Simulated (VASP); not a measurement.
A run of VASP 6.6.1 is set up as follows.

Contents of INCAR:

```
PREC = Accurate ; ENCUT = 520
EDIFF = 1E-7 ; ISMEAR = 0
SIGMA = 0.05 ; LREAL = False
LASPH = True ; NELM = 100
ALGO = Normal ; ISIF = 2
LWAVE = False ; LCHARG = False
GGA = RP
```

The input KPOINTS:

```
Automatic mesh
0
Gamma
  9 9 9
```

Contents of POSCAR:

```
PbO2
1.0
    0.0000000000      2.7019920000      2.7019920000
    2.7019920000      0.0000000000      2.7019920000
    2.7019920000      2.7019920000      0.0000000000
Pb O
1 2
Cartesian
    0.0000000000      0.0000000000      0.0000000000
    4.0529880000      4.0529880000      4.0529880000
    1.3509960000      1.3509960000      1.3509960000
```

Potentials or basis: VASP PAW PBE potentials, release 64 (Pb_d, O).

The run is started by

```sh
$ cat potpaw_PBE.64/Pb_d/POTCAR potpaw_PBE.64/O/POTCAR > POTCAR
$ mpirun -np 1 vasp_std > vasp.out
```

(1) Predict the band gap on the k mesh.

(2) What does it give for the pressure?

## Answers

(1) none (metal or under the smearing width).

(2) 4.4 GPa.

Caveat: the PAW data sets were made with another functional, which shifts forces and pressure a little.
